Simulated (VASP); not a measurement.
Nb, 7 atoms in the cell. The cell holds a slab with vacuum, 7 atoms: a = 3.328 Å, b = 3.328 Å, c = 24.984 Å, α = 90.00°, β = 90.00°, γ = 90.00°. The slab is cut from a database's or a generator's crystal, which needn't be the stable form of the element.

| Quantity | Value |
| --- | --- |
| Program | VASP 6.6.1 |
| Task | relaxation of the atoms |
| Functional | RPBE |
| Dispersion | D3(BJ) |
| Potentials or basis | VASP PAW PBE potentials, release 64 (Nb_sv) |
| Cutoff | 520 eV |
| k mesh | 6 × 6 × 1 |
| Occupations | fermi-dirac, width 0.05 eV |
| Spin | no spin polarisation |
| Dipole correction | yes |
| Atoms held fixed (from 0) | [0, 1, 2] |
| Further INCAR settings | ALGO = Normal; EDIFF = 1e-06; IBRION = 2; EDIFFG = -0.005; NSW = 60 |

Potentials or basis: VASP PAW PBE potentials, release 64 (Nb_sv).

Run with:

```bash
$ cat potpaw_PBE.64/Nb_sv/POTCAR > POTCAR
$ mpirun -np 1 vasp_std > vasp.out
```

Hardware: 1 thread of Intel(R) Xeon(R) 6975P-C (Granite Rapids), with other jobs on the host.

Question: Estimate the wall time of this run.

Answer: Run time: 37 min on 1 thread of Intel(R) Xeon(R) 6975P-C (Granite Rapids), on a shared host, peak memory 0.47 GiB. Counts: scf iterations 301, k points 10, ion steps 24.
